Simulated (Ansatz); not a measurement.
## Ga: computed properties

Method: DFT PBEsol, scalar-relativistic, plane waves, PAW (Ansatz).

Cutoff 420 eV; k points 16×16×12 on the computed 2-atom cell (Γ-centred); Gaussian smearing, width 0.10 eV; no spin polarisation.

The structure is relaxed at this level of theory with its symmetry kept. This form isn't the element's structure at ambient conditions.

```
CELL_PARAMETERS angstrom
1.37031 -3.96307 -0.02486
1.37031 3.96307 -0.02486
-0.17624 0.00000 3.30212
ATOMIC_POSITIONS crystal
Ga 0.86624 0.13376 0.25000
Ga 0.13376 0.86624 0.75000
```

* Space group: C2/c (No. 15)
* Volume per atom: 17.92 Å³
* Formation energy from the elements' standard states (uncorrected): +0.009 eV/atom
* Kohn–Sham band gap: none (metal)
* Density of states at the Fermi level: 0.68 states/eV per cell
* Löwdin character within 0.5 eV of the Fermi level: Ga 4p 72 %, Ga 4s 25 %
* Bulk modulus: 61 GPa
* Its pressure derivative: 6.2
* Bader charges (e): Ga (2 in the cell) 0.00

Cost: 6 runs of about 12 core-minutes in all, on Arm Neoverse V2 (shared hosts).